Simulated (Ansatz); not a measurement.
## Zn in Ansatz: the effect of functional

The system is Zn.

```xyz
2
Lattice="2.6877 0.0000 0.0000 -1.3438 2.3276 0.0000 0.0000 0.0000 4.9989" Properties=species:S:1:pos:R:3 pbc="T T T"
Zn    1.3438    0.7759    3.7492
Zn    0.0000    1.5517    1.2497
```

The cell isn't the ideal one: volume scaled by 1.02.

Alike in all runs:

```yaml
Program: Ansatz 0.2.0
Task: single point
Potentials_or_basis: Ansatz PAW
k_mesh: 11 × 11 × 6
Occupations: fermi-dirac, width 0.05 eV
Spin: no spin polarisation
```

```csv
functional,cutoff,pressure (GPa)
LDA,420 eV (not typed: the program's choice for these potentials),?
PBEsol,420 eV (not typed: the program's choice for these potentials),-6.8
r2SCAN,500 eV (not typed: the program's choice for these potentials),-6.0
```

Task: What does the run with functional LDA give?

Result: Pressure -10.1 GPa.

Caveats: the PAW data sets come from PBE, with cores solved anew for the run's functional, which leaves a small shift of forces and pressure.
